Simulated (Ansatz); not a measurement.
# SiO2: the cost of one run

Program: Ansatz 0.2.0. Level of theory: DFT PBE, scalar-relativistic, plane waves, PAW. These are calculated values, not measurements.

### 1 Starting point

It takes space group I-42d (No. 122, tetragonal). The conventional cell has a = 4.748 Å, b = 4.748 Å, c = 7.488 Å, α = 90.00°, β = 90.00°, γ = 90.00°. Si (site symmetry -4) is surrounded by 4 O at 1.62 Å. O (site symmetry 2) is surrounded by 2 Si at 1.62 Å.

Structure file:

```xyz
48
Lattice="9.4962 0.0000 0.0000 0.0000 9.4962 0.0000 -4.7481 -4.7481 7.4880" Properties=species:S:1:pos:R:3 pbc="T T T"
Si    0.0000    0.0000    0.0000
Si   -2.3740   -2.3740    3.7440
Si    2.3740   -2.3740    3.7440
Si    4.7481    0.0000    0.0000
Si   -2.3740    2.3740    3.7440
Si    0.0000    4.7481    0.0000
Si    4.7481    4.7481    0.0000
Si    2.3740    2.3740    3.7440
Si    0.0000    2.3740    1.8720
Si   -2.3740    0.0000    5.6160
Si    2.3741    0.0000    5.6160
Si    4.7481    2.3740    1.8720
Si   -2.3740    4.7481    5.6160
Si    0.0000    7.1221    1.8720
Si    4.7481    7.1221    1.8720
Si    2.3741    4.7481    5.6160
O     1.1870    2.9599    2.8080
O    -1.1870    0.5858    6.5520
O     3.5611    0.5858    6.5520
O     5.9351    2.9599    2.8080
O    -1.1870    5.3339    6.5520
O     1.1870    7.7080    2.8080
O     5.9351    7.7080    2.8080
O     3.5611    5.3339    6.5520
O     0.5858    1.1870    0.9360
O    -1.7882   -1.1870    4.6800
O     2.9599   -1.1870    4.6800
O     5.3339    1.1870    0.9360
O    -1.7882    3.5611    4.6800
O     0.5858    5.9351    0.9360
O     5.3339    5.9351    0.9360
O     2.9599    3.5611    4.6800
O    -1.1870    1.7882    2.8080
O    -3.5611   -0.5858    6.5520
O     1.1870   -0.5858    6.5520
O     3.5611    1.7882    2.8080
O    -3.5611    4.1623    6.5520
O    -1.1870    6.5363    2.8080
O     3.5611    6.5363    2.8080
O     1.1870    4.1623    6.5520
O    -0.5858    3.5611    0.9360
O    -2.9599    1.1870    4.6800
O     1.7882    1.1870    4.6800
O     4.1623    3.5611    0.9360
O    -2.9599    5.9351    4.6800
O    -0.5858    8.3092    0.9360
O     4.1623    8.3092    0.9360
O     1.7882    5.9351    4.6800
```

The runs take a perfect supercell of 48 atoms; the defect goes to fractional position (0.000, 0.000, 0.000).

### 2 The perfect supercell

input.yaml reads:

```yaml
crystal:
  lattice:
    - [9.4962, 0.0, 0.0]
    - [0.0, 9.4962, 0.0]
    - [-4.7481, -4.7481, 7.488]
  atoms:
    - { symbol: Si, position: [0.0, 0.0, 0.0] }
    - { symbol: Si, position: [0.0, 0.0, 0.5] }
    - { symbol: Si, position: [0.5, 0.0, 0.5] }
    - { symbol: Si, position: [0.5, 0.0, 0.0] }
    - { symbol: Si, position: [0.0, 0.5, 0.5] }
    - { symbol: Si, position: [0.0, 0.5, 0.0] }
    - { symbol: Si, position: [0.5, 0.5, 0.0] }
    - { symbol: Si, position: [0.5, 0.5, 0.5] }
    - { symbol: Si, position: [0.125, 0.375, 0.25] }
    - { symbol: Si, position: [0.125, 0.375, 0.75] }
    - { symbol: Si, position: [0.625, 0.375, 0.75] }
    - { symbol: Si, position: [0.625, 0.375, 0.25] }
    - { symbol: Si, position: [0.125, 0.875, 0.75] }
    - { symbol: Si, position: [0.125, 0.875, 0.25] }
    - { symbol: Si, position: [0.625, 0.875, 0.25] }
    - { symbol: Si, position: [0.625, 0.875, 0.75] }
    - { symbol: O, position: [0.3125, 0.49919, 0.375] }
    - { symbol: O, position: [0.3125, 0.49919, 0.875] }
    - { symbol: O, position: [0.8125, 0.49919, 0.875] }
    - { symbol: O, position: [0.8125, 0.49919, 0.375] }
    - { symbol: O, position: [0.3125, 0.99919, 0.875] }
    - { symbol: O, position: [0.3125, 0.99919, 0.375] }
    - { symbol: O, position: [0.8125, 0.99919, 0.375] }
    - { symbol: O, position: [0.8125, 0.99919, 0.875] }
    - { symbol: O, position: [0.12419, 0.1875, 0.125] }
    - { symbol: O, position: [0.12419, 0.1875, 0.625] }
    - { symbol: O, position: [0.62419, 0.1875, 0.625] }
    - { symbol: O, position: [0.62419, 0.1875, 0.125] }
    - { symbol: O, position: [0.12419, 0.6875, 0.625] }
    - { symbol: O, position: [0.12419, 0.6875, 0.125] }
    - { symbol: O, position: [0.62419, 0.6875, 0.125] }
    - { symbol: O, position: [0.62419, 0.6875, 0.625] }
    - { symbol: O, position: [0.0625, 0.37581, 0.375] }
    - { symbol: O, position: [0.0625, 0.37581, 0.875] }
    - { symbol: O, position: [0.5625, 0.37581, 0.875] }
    - { symbol: O, position: [0.5625, 0.37581, 0.375] }
    - { symbol: O, position: [0.0625, 0.87581, 0.875] }
    - { symbol: O, position: [0.0625, 0.87581, 0.375] }
    - { symbol: O, position: [0.5625, 0.87581, 0.375] }
    - { symbol: O, position: [0.5625, 0.87581, 0.875] }
    - { symbol: O, position: [0.00081, 0.4375, 0.125] }
    - { symbol: O, position: [0.00081, 0.4375, 0.625] }
    - { symbol: O, position: [0.50081, 0.4375, 0.625] }
    - { symbol: O, position: [0.50081, 0.4375, 0.125] }
    - { symbol: O, position: [0.00081, 0.9375, 0.625] }
    - { symbol: O, position: [0.00081, 0.9375, 0.125] }
    - { symbol: O, position: [0.50081, 0.9375, 0.125] }
    - { symbol: O, position: [0.50081, 0.9375, 0.625] }
basis:
  ecutwfc: 420
  fft_grid_basis: typed
kpoints:
  mp_grid: { grid: [2, 2, 2] }
hamiltonian:
  xc: pbe
  pseudopotentials: { kind: paw }
scf:
  occupations: { method: gaussian, width: 0.05 }
output:
  forces: true
  stress: false
  eigenvalues: true
  bader: false
  write_density: true
  volumetric_format: npy
```

Started as:

```sh
ansatz run input.yaml --threads 4 --pin off --max-ram 10240MiB --backend cpu --events-out ev --progress --plain --runs-dir out
```

What time and memory should one allow on 4 threads of Arm Neoverse V1, shared host?

About 9.6 s, with a peak of 2.3 GiB.
